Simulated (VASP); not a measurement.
Crystal: WS2 (Tungstenite).

```
CELL_PARAMETERS angstrom
3.18000 0.00000 0.00000
-1.59000 2.75396 0.00000
0.00000 0.00000 12.50000
ATOMIC_POSITIONS crystal
W 0.66667 0.33333 0.75000
W 0.33333 0.66667 0.25000
S 0.66667 0.33333 0.37500
S 0.33333 0.66667 0.87500
S 0.66667 0.33333 0.12500
S 0.33333 0.66667 0.62500
```

Base run:

| Item | Value |
| --- | --- |
| Program | VASP 6.6.1 |
| Functional | r2SCAN |
| Potentials or basis | VASP PAW PBE potentials, release 64 (W_sv, S) |
| Cutoff | 520 eV |
| k mesh | 10 × 10 × 4 |
| Occupations | gaussian, width 0.02 eV |
| Spin | no spin polarisation |

Its results: band gap on the k mesh 1.24 eV, indirect (least direct gap 2.21 eV).

**Question.** The run is repeated on the same cell with these changes: functional from r2SCAN to TB-mBJ. What comes out?

**Answer.** Band gap on the k mesh 1.38 eV, indirect (least direct gap 2.18 eV).

Caveats: spin-orbit coupling is left out, which moves the levels of the heavy elements; the mesh misses the band edges, which the band path finds closer together (some runs).

Not every run made on this cell is shown here.
